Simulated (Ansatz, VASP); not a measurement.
# One calculation of Se, two programs

```
Se
1.0
     2.64424    0.00000    0.00000
     0.00000    2.64424    0.00000
     0.00000    0.00000    3.75074
Se
1
Direct
  0.50000 0.50000 0.00000
```

Alike in both runs: task relaxation of cell and atoms; functional PBE; k mesh 20 × 20 × 14; occupations gaussian, width 0.1 eV; no spin polarisation.

```csv
,VASP,Ansatz
version,VASP 6.6.1,Ansatz 0.2.0
potentials or method,"VASP PAW PBE potentials, release 64 (Se)","scalar-relativistic, plane waves, PAW"
plane-wave cutoff (eV),600,420
valence electrons in the cell,6,16
```

Ansatz gave:

| Item | Value |
| --- | --- |
| gap on the k mesh at the Fermi level, each at its own relaxed structure (eV) | none |
| relaxed volume (Å³/atom) | 30.24 |
| relaxed cell length with the largest relative difference (Å) | 4.355 |
| energy change over the relaxation (meV/atom) | -6 |

Q: Estimate VASP's values.

A: gap on the k mesh at the Fermi level, each at its own relaxed structure (eV): none; relaxed volume (Å³/atom): 30.44; relaxed cell length with the largest relative difference (Å): 4.384; energy change over the relaxation (meV/atom): -6.

A gap of «none» marks a metal or a gap that the smearing closes. The two sets of potentials don't hold the same shells in valence.

Caveats: the volume moved by over 15 % at a fixed basis, so the end points are rough (VASP).
